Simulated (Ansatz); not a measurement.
# SiC under changes of volume

One of the cells (10.313 Å³/atom); the others are scaled copies at fixed shape and fractional positions:

```
Si C
1.0
     3.07569    0.00000    0.00000
    -1.53785    2.66363    0.00000
     0.00000    0.00000   10.07065
Si C
4 4
Direct
  0.00000 0.00000 0.18789
  0.00000 0.00000 0.68789
  0.33333 0.66667 0.43784
  0.66667 0.33333 0.93784
  0.00000 0.00000 0.00046
  0.00000 0.00000 0.50046
  0.33333 0.66667 0.24980
  0.66667 0.33333 0.74980
```

The cell is a database's computed one.

| Property | Result |
| --- | --- |
| Program | Ansatz 0.2.0 |
| Functional | revPBE |
| Dispersion | D3(BJ) |
| Potentials or basis | Ansatz PAW |
| Cutoff | 420 eV (not typed: the program's choice for these potentials) |
| k mesh | 10 × 10 × 3 |
| Occupations | fermi-dirac, width 0.05 eV |
| Spin | no spin polarisation |

```csv
volume (Å³/atom),energy over the lowest point (meV/atom),pressure (GPa),largest force (eV/Å)
9.694,16.61,11.8,0.033
9.900,4.95,6.4,0.024
10.107,0.00,1.4,0.017
10.313,1.13,-3.1,0.009
10.519,7.75,-7.1,0.004
10.726,?,?,?
10.932,35.45,-14.1,0.009
```

Task: What does the run at 10.726 Å³/atom give?

Result: Energy over the lowest point 19.36 meV/atom; pressure -10.8 GPa; largest force 0.006 eV/Å.

Worked out: A Birch-Murnaghan fit of order 3 (a polynomial in V^(-2/3)) to the other rows has its minimum at 10.17 Å³/atom with B0 = V·E''(V) = 225 GPa and B' = 4.0 at fixed shape and positions, which overstates the stiffness. It gives 19.38 meV/atom at 10.726 Å³/atom, against the run's 19.36, and -dE/dV = -10.8 GPa, against -10.8.

Energies are extrapolated to zero smearing.

Caveats: the PAW data sets come from PBE, with cores solved anew for the run's functional, which leaves a small shift of forces and pressure.
